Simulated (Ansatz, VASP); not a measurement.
**One calculation of AlRu, two programs**

```
Al Ru
1.0
     2.87696    0.00000    0.00000
    -1.43848    2.49152    0.00000
     0.00000    0.00000    7.90951
Al Ru
2 2
Direct
  0.00000 0.00000 0.50000
  0.00000 0.00000 0.00000
  0.66667 0.33333 0.75000
  0.33333 0.66667 0.25000
```

Change from the starting cell: species swapped into the SnPt type (P6_3/mmc, No. 194).

Alike in both runs: functional PBE; k mesh 18 × 18 × 6; occupations gaussian, width 0.1 eV; no spin polarisation.

Ansatz relaxed the structure, and its values are those at the end. VASP's run is a single point on that final structure, the one shown.

|  | VASP | Ansatz |
| --- | --- | --- |
| version | VASP 6.6.1 | Ansatz 0.2.0 |
| potentials or method | VASP PAW PBE potentials, release 64 (Al, Ru_pv) | scalar-relativistic, plane waves, PAW |
| plane-wave cutoff (eV) | 520 | 420 |
| valence electrons in the cell | 34 | 38 |

|  | VASP | Ansatz | Ansatz less VASP |
| --- | --- | --- | --- |
| gap on the k mesh at the Fermi level (eV) | none | none | - |
| pressure (GPa) | -0.1 | 0.0 | +0.12 |

A gap of «none» marks a metal or a gap that the smearing closes. With one functional, cell and mesh, what is left measures potentials, basis and numerics. The two sets of potentials don't hold the same shells in valence.
